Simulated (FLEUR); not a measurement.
SnSe:

```xyz
8
Lattice="11.4200 0.0000 0.0000 0.0000 4.1900 0.0000 0.0000 0.0000 4.4600" Properties=species:S:1:pos:R:3 pbc="T T T"
Sn   10.0153    3.1425    4.0541
Sn    7.1147    1.0475    1.8241
Sn    4.3053    3.1425    2.6359
Sn    1.4047    1.0475    0.4059
Se    7.3431    3.1425    4.3886
Se    9.7869    1.0475    2.1586
Se    1.6331    3.1425    2.3014
Se    4.0769    1.0475    0.0714
```

Base run:

| Quantity | Value |
| --- | --- |
| Program | FLEUR MaX-R8.1 (later development tree) |
| Functional | revPBE |
| Potentials or basis | all-electron |
| Basis | FLAPW |
| Kmax | 3.8 1/bohr |
| k mesh | 3 × 6 × 6 |
| Occupations | fermi-dirac, width 0.05 eV |
| Spin | no spin polarisation |

Its results: band gap on the k mesh 0.57 eV, indirect (least direct gap 0.74 eV).

Task: The run is repeated on the same cell with these changes: functional from revPBE to PZ. What comes out?

Result: Band gap on the k mesh 0.47 eV, indirect (least direct gap 0.67 eV).

Caveats: spin-orbit coupling is left out, which moves the levels of the heavy elements.

A k mesh can miss the band edges.

Not every run made on this cell is shown here.
